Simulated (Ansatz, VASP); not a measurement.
Two plane-wave programs on MgO

Contents of INCAR:

```
SYSTEM = MgO
  ALGO = Normal
  EDIFF = 1E-6
  ENCUT = 520
  ISIF = 2
  ISMEAR = 0
  LASPH = .TRUE.
  LCHARG = .FALSE.
  LREAL = .FALSE.
  LWAVE = .FALSE.
  NBANDS = 11
  NELM = 60
  PREC = Accurate
  SIGMA = 0.05
```

Contents of KPOINTS:

```
k-points
0
G
  9 9 8
  0 0 0
```

POSCAR

```
MgO
1.0
    2.8498802763      0.0000000000      0.0000000000
   -1.4249401382      2.4680687170      0.0000000000
    0.0000000000      0.0000000000      2.7198752000
Mg O
1 1
Direct
    0.0000000000      0.0000000000      0.0000000000
    0.3333333333      0.6666666667      0.5000000000
```

Input for Ansatz:

```yaml
crystal:
  lattice:
    - [2.8498802763, 0.0, 0.0]
    - [-1.4249401382, 2.468068717, 0.0]
    - [0.0, 0.0, 2.7198752]
  atoms:
    - { symbol: Mg, position: [0.0, 0.0, 0.0] }
    - { symbol: O, position: [0.3333333333, 0.6666666667, 0.5] }
basis:
  ecutwfc: 420
kpoints:
  mp_grid: { grid: [9, 9, 8] }
hamiltonian:
  xc: lda
scf:
  occupations: { method: gaussian, width: 0.05 }
output:
  forces: true
  stress: true
  eigenvalues: true
```

Change from the starting cell: strain -0.030 along x and y, +0.015 along z, atoms carried along.

Alike in both runs: task single point; functional LDA; k mesh 9 × 9 × 8; occupations gaussian, width 0.05 eV; no spin polarisation.

|  | VASP | Ansatz |
| --- | --- | --- |
| version | VASP 6.6.1 | Ansatz 0.2.0 |
| potentials or method | VASP PAW LDA potentials, release 64 (Mg, O) | scalar-relativistic, plane waves, PAW |
| plane-wave cutoff (eV) | 520 | 420 |
| valence electrons in the cell | 8 | 16 |

Ansatz gave:

* gap on the k mesh at the Fermi level (eV): 3.09
* least direct gap on the mesh (eV): 3.53
* pressure (GPa): -4.2
* largest component of the traceless stress (GPa): 16.66

Problem. What did VASP give for the same quantities?

Solution. gap on the k mesh at the Fermi level (eV): 3.08; least direct gap on the mesh (eV): 3.53; pressure (GPa): -5.8; largest component of the traceless stress (GPa): 16.90.

The two sets of potentials don't hold the same shells in valence.

Caveats: an odd mesh through Γ misses points on the zone boundary, where band edges often lie.
